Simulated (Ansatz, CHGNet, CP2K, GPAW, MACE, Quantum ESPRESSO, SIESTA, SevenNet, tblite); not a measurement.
# CP2K on LaAg(100)/Pb(100) interface (59 atoms): settings against a plane-wave reference, part 2 of 3

How do the settings of CP2K change the result for LaAg(100)/Pb(100) interface (59 atoms)? A plane-wave run serves as the yardstick.

Program: CP2K 2026.2; the method stands at each step. Banners, paths, timers and routine set-up lines are dropped from the logs unmarked, and long logs keep their key lines alone; longer cuts are marked.

So far. Step 2 (PBE, DZVP-MOLOPT-SR, 600/60 Ry, diagonalisation): Forces lie 21 % from the reference's, at 3.6 times its CPU time (on 2 against 4 cores). Step 3 (PBE, TZVP-MOLOPT (SR for La, Ag, Pb), 600/60 Ry …): Against the first run (21 %), the force difference from the reference is 20 %, at 1.1 times the CPU time (on 4 against 2 cores), with 1563 basis functions against 1167.

### 4. PBE+D4, DZVP-MOLOPT-SR, 600/60 Ry, diagonalisation

Method: Kohn-Sham DFT, PBE+D4, GTH-PBE pseudopotentials, Gaussian and plane waves, DZVP-MOLOPT-SR-GTH, diagonalisation.

The input, input.inp:

```
&GLOBAL
  PROJECT cell
  RUN_TYPE ENERGY_FORCE
  PRINT_LEVEL LOW
&END GLOBAL
&FORCE_EVAL
  METHOD QS
  &DFT
    BASIS_SET_FILE_NAME BASIS_MOLOPT
    BASIS_SET_FILE_NAME BASIS_MOLOPT_UCL
    POTENTIAL_FILE_NAME GTH_POTENTIALS
    &MGRID
      CUTOFF 600
      REL_CUTOFF 60
      NGRIDS 5
    &END MGRID
    &QS
      EPS_DEFAULT 1.0E-12
    &END QS
    &SCF
      SCF_GUESS ATOMIC
      EPS_SCF 5.0E-06
      MAX_SCF 200
      ADDED_MOS 37
      &DIAGONALIZATION
        ALGORITHM STANDARD
      &END DIAGONALIZATION
      &SMEAR ON
        METHOD FERMI_DIRAC
        ELECTRONIC_TEMPERATURE [K] 580
      &END SMEAR
      &MIXING
        METHOD BROYDEN_MIXING
        ALPHA 0.2
        NBROYDEN 12
        BETA 0.05
      &END MIXING
      &PRINT
        &RESTART OFF
        &END RESTART
      &END PRINT
    &END SCF
    &XC
      &XC_FUNCTIONAL PBE
      &END XC_FUNCTIONAL
      &VDW_POTENTIAL
        POTENTIAL_TYPE PAIR_POTENTIAL
        &PAIR_POTENTIAL
          TYPE DFTD4
          REFERENCE_FUNCTIONAL PBE
        &END PAIR_POTENTIAL
      &END VDW_POTENTIAL
    &END XC
    &PRINT
      &MULLIKEN ON
      &END MULLIKEN
      &HIRSHFELD ON
        SHAPE_FUNCTION DENSITY
      &END HIRSHFELD
      &MO ON
        EIGENVALUES T
        OCCUPATION_NUMBERS T
        MO_INDEX_RANGE 219 242
        &EACH
          QS_SCF 0
        &END EACH
        ADD_LAST NUMERIC
      &END MO
    &END PRINT
  &END DFT
  &SUBSYS
    &CELL
      A 10.56770 0.00000 0.00000
      B 0.00000 10.56770 0.00000
      C 0.00000 0.00000 25.35352
    &END CELL
    &COORD
      SCALED
[... 59 atom lines left out: the same atoms as in the first run ...]
    &END COORD
    &KIND La
      BASIS_SET DZVP-MOLOPT-SR-GTH-q11
      POTENTIAL GTH-PBE-q11
    &END KIND
    &KIND Ag
      BASIS_SET DZVP-MOLOPT-SR-GTH-q11
      POTENTIAL GTH-PBE-q11
    &END KIND
    &KIND Pb
      BASIS_SET DZVP-MOLOPT-SR-GTH-q4
      POTENTIAL GTH-PBE-q4
    &END KIND
  &END SUBSYS
  &PRINT
    &FORCES ON
    &END FORCES
  &END PRINT
&END FORCE_EVAL
```

On the command line:

```console
> OMP_NUM_THREADS=2 cp2k.psmp -i input.inp > output.txt
```

Numbers of over 12 decimals in the logs are rounded to 6 here.

The program printed:

```text
CP2K| version string:                                       CP2K version 2026.2
 CP2K| Input file name                                                 input.inp
 GLOBAL| Basis set file name                                        BASIS_MOLOPT
 GLOBAL| Potential file name                                      GTH_POTENTIALS
 GLOBAL| Run type                                                   ENERGY_FORCE
 GLOBAL| Total number of message passing processes                             1
 GLOBAL| Number of threads for this process                                    2
[... lines left out ...]
                        Smear method:                                FERMI_DIRAC
[... lines left out ...]
 Number of electrons:                                                        460
[... lines left out ...]
  Step     Update method      Time    Convergence         Total energy    Change
[... lines left out ...]
  *** SCF run converged in    37 steps ***
[... lines left out ...]
  Fermi energy:                                                 0.098548
  Total energy:                                             -1196.042166
  Total energy (extrapolated to T->0):                      -1196.023663
[... lines left out ...]
 MO| E(Fermi):            0.098548 a.u.          2.681628 eV
[... lines left out ...]
                           Hirshfeld Charges
  #Atom  Element  Kind  Ref Charge     Population                    Net charge
      1       La     1      11.000         10.997                         0.003
      2       Ag     2      11.000         10.953                         0.047
      3       La     1      11.000         11.060                        -0.060
[...]
58       Pb     3       4.000          4.042                        -0.042
     59       Pb     3       4.000          3.988                         0.012
  Total Charge                                                            0.000
 !-----------------------------------------------------------------------------!
 ENERGY| Total FORCE_EVAL ( QS ) energy [hartree]          -1196.042129
 FORCES| Atomic forces [hartree/bohr]
 FORCES|   Atom     x               y               z               |f|
 FORCES|      1  1.76128000E-03 -1.56450111E-03 -7.44222128E-03   7.80617887E-03
 FORCES|      2  1.12665930E-03 -3.74951338E-04  1.70716256E-03   2.07950804E-03
 FORCES|      3  2.32021760E-04  1.87183621E-03  1.25976359E-02   1.27380546E-02
[...]
FORCES|     58  6.52429694E-04  3.20655249E-03 -1.34084752E-03   3.53631382E-03
 FORCES|     59 -4.47021285E-03  3.79480674E-03 -1.24985899E-02   1.38057274E-02
 FORCES| Sum    -6.42326850E-06  1.55171678E-05 -1.55532395E-06
 FORCES| Total atomic force                                       1.68659393E-05
```

The job ended after 11 min (2 threads of Arm Neoverse V1, shared host; peak memory 7.7 GiB).

Against the reference:

```
r.m.s. force component                  : 0.2653 eV/Å
r.m.s. difference of force components   : 84.2 meV/Å
longest difference of force vectors     : 314.1 meV/Å
force difference over r.m.s. force      : 32.81 %
slope of forces against the reference's : 0.9804
correlation of force components         : 0.9485
```

Against the first run (21 %), the force difference from the reference is 33 %, at 1.00 times the CPU time; the model has changed, so this is no error of the program alone.

### 5. PBE, DZVP-MOLOPT-SR, 600/20 Ry, diagonalisation

Method: Kohn-Sham DFT, PBE, GTH-PBE pseudopotentials, Gaussian and plane waves, DZVP-MOLOPT-SR-GTH, diagonalisation.

Edit input.inp of step 4 so:

```diff
@@ -13,3 +13,3 @@
       CUTOFF 600
-      REL_CUTOFF 60
+      REL_CUTOFF 20
       NGRIDS 5
@@ -45,9 +45,2 @@
       &END XC_FUNCTIONAL
-      &VDW_POTENTIAL
-        POTENTIAL_TYPE PAIR_POTENTIAL
-        &PAIR_POTENTIAL
-          TYPE DFTD4
-          REFERENCE_FUNCTIONAL PBE
-        &END PAIR_POTENTIAL
-      &END VDW_POTENTIAL
     &END XC
@@ -76,6 +69,6 @@
     &END CELL
-    &COORD
-      SCALED
-[... 59 atom lines left out: the same atoms as in the first run ...]
-    &END COORD
+    &TOPOLOGY
+      COORD_FILE_NAME structure.xyz
+      COORD_FILE_FORMAT XYZ
+    &END TOPOLOGY
     &KIND La
```

The input, structure.xyz:

```xyz
59

La 7.90337 7.96075 5.98901
Ag 7.88298 5.26895 7.87556
La 7.91648 7.90517 9.79178
Ag 7.96815 5.26567 11.71865
La 2.62068 7.92440 6.01132
Ag 2.67310 5.28987 7.89509
La 2.66771 7.93423 9.78367
Ag 2.64615 5.31185 11.71586
La 5.29547 5.27117 5.98521
Ag 5.29516 2.65957 7.97343
La 5.28079 5.30108 9.74082
Ag 5.26779 2.65228 11.72828
La 7.89006 2.64203 5.97659
Ag 7.94469 0.04206 7.81472
La 7.89164 2.59701 9.80167
Ag 7.91246 10.56104 11.64183
La 10.51296 5.28861 6.02197
Ag 0.02124 2.62597 7.88368
La 0.01173 5.24242 9.78494
Ag 10.56379 2.62375 11.67859
[... 35 atom lines left out ...]
Pb 8.44158 1.29380 19.37871
Pb 8.42774 4.82310 14.38559
Pb 10.15239 6.56666 16.88189
Pb 8.41992 4.88650 19.39772
```

The program printed:

```text
CP2K| version string:                                       CP2K version 2026.2
 CP2K| Input file name                                                 input.inp
 GLOBAL| Basis set file name                                        BASIS_MOLOPT
 GLOBAL| Potential file name                                      GTH_POTENTIALS
 GLOBAL| Run type                                                   ENERGY_FORCE
 GLOBAL| Total number of message passing processes                             1
 GLOBAL| Number of threads for this process                                    2
 TOTAL NUMBERS AND MAXIMUM NUMBERS
  Total number of            - Atomic kinds:                                   3
                             - Atoms:                                         59
[... lines left out ...]
                        Smear method:                                FERMI_DIRAC
[... lines left out ...]
 Number of electrons:                                                        460
[... lines left out ...]
  Step     Update method      Time    Convergence         Total energy    Change
[... lines left out ...]
  *** SCF run converged in    38 steps ***
[... lines left out ...]
  Fermi energy:                                                 0.098369
  Total energy:                                             -1195.352050
  Total energy (extrapolated to T->0):                      -1195.333457
[... lines left out ...]
 MO| E(Fermi):            0.098369 a.u.          2.676754 eV
[... lines left out ...]
       2     Ag       2         11.545207                             -0.545207
       3     La       1         10.377266                              0.622734
[...]
58     Pb       3          4.148508                             -0.148508
      59     Pb       3          3.907050                              0.092950
 # Total charge                            460.000000                  0.000000
 !-----------------------------------------------------------------------------!
 !-----------------------------------------------------------------------------!
                           Hirshfeld Charges
  #Atom  Element  Kind  Ref Charge     Population                    Net charge
      1       La     1      11.000         10.994                         0.006
      2       Ag     2      11.000         10.955                         0.045
      3       La     1      11.000         11.056                        -0.056
[...]
58       Pb     3       4.000          4.042                        -0.042
     59       Pb     3       4.000          3.988                         0.012
  Total Charge                                                            0.002
 !-----------------------------------------------------------------------------!
 ENERGY| Total FORCE_EVAL ( QS ) energy [hartree]          -1195.352023
 FORCES| Atomic forces [hartree/bohr]
 FORCES|   Atom     x               y               z               |f|
 FORCES|      1  3.38778561E-03 -4.03820870E-03 -8.51431857E-03   1.00138824E-02
 FORCES|      2 -3.74033986E-03  2.38638873E-03 -1.84735533E-03   4.80600824E-03
 FORCES|      3  1.06436405E-03  3.40212005E-03  6.85758164E-03   7.72875913E-03
[...]
FORCES|     58  2.56738040E-03  2.69601696E-03  4.11292826E-03   5.54762367E-03
 FORCES|     59 -2.78481106E-03  1.83769229E-03 -1.48757400E-02   1.52453247E-02
 FORCES| Sum     1.03375062E-02 -1.86445689E-02 -9.06670462E-02
 FORCES| Total atomic force                                       9.31396653E-02
```

Elapsed: 8.5 min, on 2 threads; peak memory 7.7 GiB.

Compared with the plane-wave run:

```
r.m.s. force component                          : 0.2863 eV/Å
r.m.s. difference of force components           : 145.9 meV/Å
longest difference of force vectors             : 794.6 meV/Å
force difference over r.m.s. force              : 56.86 %
slope of forces against the reference's         : 0.9605
correlation of force components                 : 0.8654
energy less the same-level run's                : -12.63 meV/atom
r.m.s. force difference from the same-level run : 155.3 meV/Å
```

This is a coarse setting, run to see what it loses.

Against the first run (21 %), the force difference from the reference is 57 %, at 0.71 times the CPU time: the grid matters here.

The forces add up to 4.8 eV/Å instead of zero, usually a sign of too coarse a grid.

### 6. PBEsol, PBE potentials, DZVP-MOLOPT-SR, 600/60 Ry, diagonalisation

Method: Kohn-Sham DFT, PBEsol, GTH-PBE pseudopotentials, Gaussian and plane waves, DZVP-MOLOPT-SR-GTH, diagonalisation.

Edit input.inp of step 5 so:

```diff
@@ -13,3 +13,3 @@
       CUTOFF 600
-      REL_CUTOFF 20
+      REL_CUTOFF 60
       NGRIDS 5
@@ -43,3 +43,6 @@
     &XC
-      &XC_FUNCTIONAL PBE
+      &XC_FUNCTIONAL
+        &PBE
+          PARAMETRIZATION PBESOL
+        &END PBE
       &END XC_FUNCTIONAL
@@ -69,6 +72,5 @@
     &END CELL
-    &TOPOLOGY
-      COORD_FILE_NAME structure.xyz
-      COORD_FILE_FORMAT XYZ
-    &END TOPOLOGY
+    &COORD
+[... 59 atom lines left out: the same atoms as in the first run ...]
+    &END COORD
     &KIND La
```

The program printed:

```text
CP2K| version string:                                       CP2K version 2026.2
 CP2K| Input file name                                                 input.inp
 GLOBAL| Basis set file name                                        BASIS_MOLOPT
 GLOBAL| Potential file name                                      GTH_POTENTIALS
 GLOBAL| Run type                                                   ENERGY_FORCE
 GLOBAL| Total number of message passing processes                             1
 GLOBAL| Number of threads for this process                                    2
[... lines left out ...]
                        Smear method:                                FERMI_DIRAC
[... lines left out ...]
 Number of electrons:                                                        460
[... lines left out ...]
  Step     Update method      Time    Convergence         Total energy    Change
[... lines left out ...]
  *** SCF run converged in    36 steps ***
[... lines left out ...]
  Fermi energy:                                                 0.096366
  Total energy:                                             -1193.178501
  Total energy (extrapolated to T->0):                      -1193.159910
[... lines left out ...]
 MO| E(Fermi):            0.096366 a.u.          2.622261 eV
[... lines left out ...]
                           Hirshfeld Charges
  #Atom  Element  Kind  Ref Charge     Population                    Net charge
      1       La     1      11.000         10.998                         0.002
      2       Ag     2      11.000         10.949                         0.051
      3       La     1      11.000         11.069                        -0.069
[...]
58       Pb     3       4.000          4.041                        -0.041
     59       Pb     3       4.000          3.988                         0.012
  Total Charge                                                            0.000
 !-----------------------------------------------------------------------------!
 ENERGY| Total FORCE_EVAL ( QS ) energy [hartree]          -1193.178457
 FORCES| Atomic forces [hartree/bohr]
 FORCES|   Atom     x               y               z               |f|
 FORCES|      1  1.67745838E-03 -1.45147768E-03 -3.57293079E-03   4.20553070E-03
 FORCES|      2  8.25483237E-04 -3.36247690E-04  4.20438916E-04   9.85522180E-04
 FORCES|      3  3.90478541E-04  1.78063149E-03  1.18160223E-02   1.19558147E-02
[...]
FORCES|     58  2.49267496E-03  2.67889787E-03  4.01633941E-03   5.43331432E-03
 FORCES|     59 -2.73914840E-03  1.62879123E-03 -1.59756320E-02   1.62903872E-02
 FORCES| Sum     2.61699573E-05 -6.67785429E-05 -5.10674839E-06
 FORCES| Total atomic force                                       7.19049326E-05
```

Elapsed: 11 min, on 2 threads; peak memory 7.6 GiB.

Compared with the plane-wave run:

```yaml
r_m_s_force_component: 0.2716 eV/Å
r_m_s_difference_of_force_components: 37.05 meV/Å
longest_difference_of_force_vectors: 99.18 meV/Å
force_difference_over_r_m_s_force: 14.44 %
slope_of_forces_against_the_reference_s: 1.05
correlation_of_force_components: 0.9918
```

Against the first run (21 %), the force difference from the reference is 14 %, at 0.99 times the CPU time; another functional landing nearer a PBE reference means that errors partly cancel.

### 7. PBE, DZVP-MOLOPT-SR, 210/60 Ry, diagonalisation

Method: Kohn-Sham DFT, PBE, GTH-PBE pseudopotentials, Gaussian and plane waves, DZVP-MOLOPT-SR-GTH, diagonalisation.

Edit input.inp of step 6 so:

```diff
@@ -12,5 +12,4 @@
     &MGRID
-      CUTOFF 600
+      CUTOFF 210
       REL_CUTOFF 60
-      NGRIDS 5
     &END MGRID
@@ -43,6 +42,3 @@
     &XC
-      &XC_FUNCTIONAL
-        &PBE
-          PARAMETRIZATION PBESOL
-        &END PBE
+      &XC_FUNCTIONAL PBE
       &END XC_FUNCTIONAL
@@ -73,2 +69,3 @@
     &COORD
+      SCALED
 [... 59 atom lines left out: the same atoms as in the first run ...]
```

The program printed:

```text
CP2K| version string:                                       CP2K version 2026.2
 CP2K| Input file name                                                 input.inp
 GLOBAL| Basis set file name                                        BASIS_MOLOPT
 GLOBAL| Potential file name                                      GTH_POTENTIALS
 GLOBAL| Run type                                                   ENERGY_FORCE
 GLOBAL| Total number of message passing processes                             1
 GLOBAL| Number of threads for this process                                    2
[... lines left out ...]
                        Smear method:                                FERMI_DIRAC
[... lines left out ...]
 Number of electrons:                                                        460
[... lines left out ...]
  Step     Update method      Time    Convergence         Total energy    Change
[... lines left out ...]
  *** SCF run converged in    37 steps ***
[... lines left out ...]
  Fermi energy:                                                 0.098546
  Total energy:                                             -1195.324370
  Total energy (extrapolated to T->0):                      -1195.305866
[... lines left out ...]
 MO| E(Fermi):            0.098546 a.u.          2.681583 eV
[... lines left out ...]
                           Hirshfeld Charges
  #Atom  Element  Kind  Ref Charge     Population                    Net charge
      1       La     1      11.000         10.997                         0.003
      2       Ag     2      11.000         10.953                         0.047
      3       La     1      11.000         11.060                        -0.060
[...]
58       Pb     3       4.000          4.042                        -0.042
     59       Pb     3       4.000          3.988                         0.012
  Total Charge                                                            0.000
 !-----------------------------------------------------------------------------!
 ENERGY| Total FORCE_EVAL ( QS ) energy [hartree]          -1195.324332
 FORCES| Atomic forces [hartree/bohr]
 FORCES|   Atom     x               y               z               |f|
 FORCES|      1  1.75764184E-03 -1.55921711E-03 -9.02249543E-03   9.32340531E-03
 FORCES|      2  7.46404671E-04 -7.58258635E-04  4.29688217E-05   1.06485793E-03
 FORCES|      3  2.51381376E-04  1.87918184E-03  1.21368375E-02   1.22840279E-02
[...]
FORCES|     58  2.44588305E-03  2.65707683E-03  4.24156849E-03   5.57075439E-03
 FORCES|     59 -2.83386316E-03  1.77186669E-03 -1.49640825E-02   1.53327772E-02
 FORCES| Sum     1.46152161E-03 -3.15289444E-03 -1.76396313E-04
 FORCES| Total atomic force                                       3.47964142E-03
```

Elapsed: 8.3 min, on 2 threads; peak memory 2.3 GiB.

Compared with the plane-wave run:

```
r.m.s. force component                          : 0.2889 eV/Å
r.m.s. difference of force components           : 54.56 meV/Å
longest difference of force vectors             : 226.4 meV/Å
force difference over r.m.s. force              : 21.26 %
slope of forces against the reference's         : 1.111
correlation of force components                 : 0.9869
energy less the same-level run's                : 0.1436 meV/atom
r.m.s. force difference from the same-level run : 13.25 meV/Å
```

This is a coarse setting, run to see what it loses.

Against the first run (21 %), the force difference from the reference is 21 %, at 0.78 times the CPU time: the change moves forces by 13 meV/Å r.m.s., so most of the difference comes from elsewhere.

The difference per atom is largest on La (0.15 eV/Å on average, against 0.054 on Ag).

(Part 2 of 3 ends here.)

[Also dropped from logs without a mark: logging warnings of Python, and SIESTA's first energy breakdown and zero terms.]

[Logs are printed without paths, hosts, clocks, repeated set-up lines and the standing remarks that a program may print on its own settings, such as how far it seeks lower states.]

[Hosts, paths, dates, database ids (printed as entryN), source tags and the programs' standing remarks are cut or masked in the printed files.]
